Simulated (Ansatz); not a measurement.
Wanted: the native input for an Ansatz 0.2.0 run.

```
Task                : single point
Functional          : PBE
Potentials or basis : all-electron LAPW, scalar-relativistic
Cutoff              : 247 eV (chosen from the basis error)
Basis error allowed : 0.003 eV/atom
k mesh              : 8 × 8 × 8
Occupations         : fermi-dirac, width 0.03 eV
Spin                : no spin polarisation
```

Crystal: Rh.

```
Rh
1.0
     0.00000    1.89785    1.89785
     1.89785    0.00000    1.89785
     1.89785    1.89785    0.00000
Rh
1
Direct
  0.00000 0.00000 0.00000
```

One way to write it, as run:

input.yaml

```yaml
crystal:
  lattice:
    - [0.0, 1.89785, 1.89785]
    - [1.89785, 0.0, 1.89785]
    - [1.89785, 1.89785, 0.0]
  atoms:
    - { symbol: Rh, position: [0.0, 0.0, 0.0] }
kpoints:
  mp_grid: { grid: [8, 8, 8] }
scf:
  occupations: { method: fermi_dirac, width: 0.03 }
hamiltonian:
  xc: pbe
  pseudopotentials: { kind: all_electron, lapw: { basis_error: 0.003 } }
output:
  forces: true
  stress: true
  eigenvalues: true
```

Potentials or basis: all-electron LAPW, scalar-relativistic.

The run is started by

```bash
$ ansatz run input.yaml --threads 1 --pin off --max-ram 3072MiB --backend cpu --events-out ev --progress --plain --runs-dir out
```

It gave:

```
Pressure               : 8.2 GPa
Band gap on the k mesh : none (metal or under the smearing width)
```

Caveat: the k mesh is thin for a metal, which can move the energy by tens of meV per atom.

Wall time 1.9 s on 1 thread of Arm Neoverse V2 (shared host), peak memory 0.22 GiB.
